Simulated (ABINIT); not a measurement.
Crystal: CdS.

```
Cd S
1.0
     0.00000    2.75324    2.75324
     2.75324    0.00000    2.75324
     2.75324    2.75324    0.00000
Cd S
1 1
Cartesian
  0.0000 0.0000 0.0000
  2.7532 2.7532 2.7532
```

Measurements of this composition are mostly on another form, of space group No. 186.

Base run:

```yaml
Program: ABINIT 10.8.3 (patched build)
Functional: RPBE
Potentials_or_basis: JTH PAW PBE v2.0
Cutoff: 707 eV
k_mesh: 8 × 8 × 8
Occupations: fermi-dirac, width 0.05 eV
Spin: no spin polarisation
```

Its results: band gap on the k mesh 0.36 eV, indirect (least direct gap 1.67 eV); pressure 1.9 GPa.

Question: After a change of settings the same cell gave: band gap on the k mesh 0.33 eV, indirect (least direct gap 1.64 eV); pressure 1.2 GPa. Which change was it?
A. functional from RPBE to r2SCAN
B. functional from RPBE to revPBE
C. functional from RPBE to SCAN
D. functional from RPBE to PBE

Answer: B.

Caveats: the PAW data sets were made with another functional, which shifts forces and pressure a little.
